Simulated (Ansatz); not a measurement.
The system is WS2 (Tungstenite).

```
W S
1.0
     3.18000    0.00000    0.00000
    -1.59000    2.75396    0.00000
     0.00000    0.00000   12.50000
W S
2 4
Cartesian
  1.5900 0.9180 9.3750
  0.0000 1.8360 3.1250
  1.5900 0.9180 4.6875
  0.0000 1.8360 10.9375
  1.5900 0.9180 1.5625
  0.0000 1.8360 7.8125
```

Base run:

```yaml
Program: Ansatz 0.2.0
Functional: PBEsol
Potentials_or_basis: Ansatz PAW
Cutoff: 420 eV
Density_cutoff: 1680 eV
k_mesh: 10 × 10 × 3
Occupations: fermi-dirac, width 0.05 eV
Spin: no spin polarisation
Hubbard_terms: W d U = 5 eV
```

Its results: band gap on the k mesh 1.24 eV, indirect (least direct gap 1.81 eV); pressure -2.3 GPa; largest force 0.128 eV/Å.

Problem. After a change of settings the same cell gave: band gap on the k mesh 1.15 eV, indirect (least direct gap 1.96 eV); pressure -2.5 GPa; largest force 0.140 eV/Å. Which change was it?
A. functional from PBEsol to revPBE; hubbard terms from W d U = 5 eV to none; hubbard projectors from ortho-atomic (the default) to none
B. hubbard terms from W d U = 5 eV to W d U = 3 eV
C. functional from PBEsol to BLYP; hubbard terms from W d U = 5 eV to none; hubbard projectors from ortho-atomic (the default) to none

Solution. B.

Caveats: the k mesh misses the band edges, so the gap on the mesh is wider than the one along the path; spin-orbit coupling is left out, which moves the levels of the heavy elements; this functional lacks dispersion, which binds the layers, so the pressure and a relaxed spacing across them are unreliable; the PAW data sets come from PBE, with cores solved anew for the run's functional, which leaves a small shift of forces and pressure.

Not every run made on this cell is shown here.
